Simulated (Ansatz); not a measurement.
Input of an Ansatz 0.2.0 run:

input.yaml

```yaml
crystal:
  lattice:
    - [-1.72585, 1.72585, 5.84]
    - [1.72585, -1.72585, 5.84]
    - [1.72585, 1.72585, -5.84]
  atoms:
    - { symbol: Nb, position: [0.506457, -0.001157, 0.512873] }
    - { symbol: Nb, position: [0.751105, 0.759663, 0.007021] }
    - { symbol: As, position: [0.893408, 0.421019, 0.496569] }
    - { symbol: As, position: [0.159604, 0.170121, 0.002004] }
kpoints:
  mp_grid: { grid: [11, 11, 11] }
scf:
  occupations: { method: fermi_dirac, width: 0.05 }
hamiltonian:
  xc: pbesol
  pseudopotentials: { kind: all_electron, lapw: { basis_error: 0.001 } }
output:
  forces: true
  stress: true
  eigenvalues: true
  populations: true
```

Potentials or basis: all-electron LAPW, scalar-relativistic.

Launch:

```bash
$ ansatz run input.yaml --threads 2 --pin off --max-ram 8192MiB --backend cpu --events-out ev --progress --plain --runs-dir out
```

Predict the band gap on the k mesh.

none (metal or under the smearing width).

Predict the pressure.

-1.5 GPa.

Predict the largest force.

1.499 eV/Å.

Stress tensor (GPa, compression positive):
```
-0.76 -0.24  0.21
-0.24 -4.01 -0.52
 0.21 -0.52  0.41
```
